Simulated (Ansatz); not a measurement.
# A series in volume per atom on Sb

All results are calculated (Ansatz 0.2.0 development build). Equation of state of a cubic crystal from periodic Kohn-Sham density functional theory without spin; pressure corrected for the finite basis.

Cell of the first row (space group Fd-3m, No. 227):
```
Sb
1.0
      0.0000     3.4260     3.4260
      3.4260     0.0000     3.4260
      3.4260     3.4260     0.0000
Sb
2
Direct
  0.00000 0.00000 0.00000
  0.25000 0.25000 0.25000
```

Settings of every row: formula Sb; structure type diamond; functional PBE; spin treatment none; k mesh 9x9x9; occupation method fermi-dirac; occupation width 0.061225619 eV; wave cutoff 420 eV; datasets soft-1 PAW; density cutoff ratio 4.

Limits: a cubic model structure, not a phase known at ambient conditions; modest k-mesh, values are not fully converged in k.

| row | volume per atom (Å³) | pressure (GPa) | energy above lowest point (meV/atom) |
| --- | --- | --- | --- |
| 1 | 40.211 | 2.243 | 17.55 |
| 2 | 41.067 | 1.442 | 7.75 |
| 3 | 41.922 | 0.715 | 2.02 |
| 4 | 42.778 | ? | ? |
| 5 | 43.633 | -0.545 | 1.34 |
| 6 | 44.489 | -1.088 | 5.72 |
| 7 | 45.344 | -1.58 | 12.86 |

Question: what pressure should row 4 give?

Worked fit of pressure. Take u = (V_r/V)^(2/3) − 1 with V_r = 42.778 Å³ an atom, which is twice the finite (Eulerian) strain; such expansions in the strain, on which the Birch-Murnaghan equation of state is built, carry the rest volume and the bulk modulus. The shown rows have u = 0.04212, 0.02759, 0.01357, -0.01311, -0.02581, -0.03809. Least squares give pressure = 0.0541 + 47.196 × u + 113.12 × u² GPa; a straight line predicts inner rows, each left out in turn, worse (root mean square 0.067 against 0.00066 GPa). The rows lie off it by 0.000, 0.000, 0.000, 0.000, 0.001, -0.001. The pressure vanishes at u = -0.0011, or V = 42.85 Å³ an atom, and there the bulk modulus at fixed shape and fractions is B = −V dP/dV = (2/3)(1 + u) dP/du = 31.3 GPa. The withheld row has u = 0, so the fit gives 0.0541 + 47.196 × (0) + 113.12 × (0)² = 0.054 GPa.

The calculation gave 0.054 GPa. The fit meets it to the printed digit.

The other values of row 4: energy above lowest point 0 meV/atom.
